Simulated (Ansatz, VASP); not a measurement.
**W in VASP and in Ansatz**

```
CELL_PARAMETERS angstrom
-1.56894 1.56894 1.56894
1.56894 -1.56894 1.56894
1.56894 1.56894 -1.56894
ATOMIC_POSITIONS crystal
W 0.00000 0.00000 0.00000
```

Alike in both runs: functional LDA; k mesh 8 × 8 × 8; occupations gaussian, width 0.1 eV; no spin polarisation.

Ansatz relaxed the structure, and its values are those at the end. VASP's run is a single point on that final structure, the one shown.

|  | VASP | Ansatz |
| --- | --- | --- |
| version | VASP 6.6.1 | Ansatz 0.2.0 |
| potentials or method | VASP PAW LDA potentials, release 64 (W_sv) | scalar-relativistic, plane waves, PAW |
| plane-wave cutoff (eV) | 520 | 600 |
| valence electrons in the cell | 14 | 14 |

```tsv
	VASP	Ansatz	Ansatz less VASP
gap on the k mesh at the Fermi level (eV)	none	none	-
pressure (GPa)	1.9	0.0	-1.94
```

A gap of «none» marks a metal or a gap that the smearing closes. Ansatz warned: «pseudo_functional_mismatch».

The runs have no spin-orbit coupling, so splittings on W are missing.
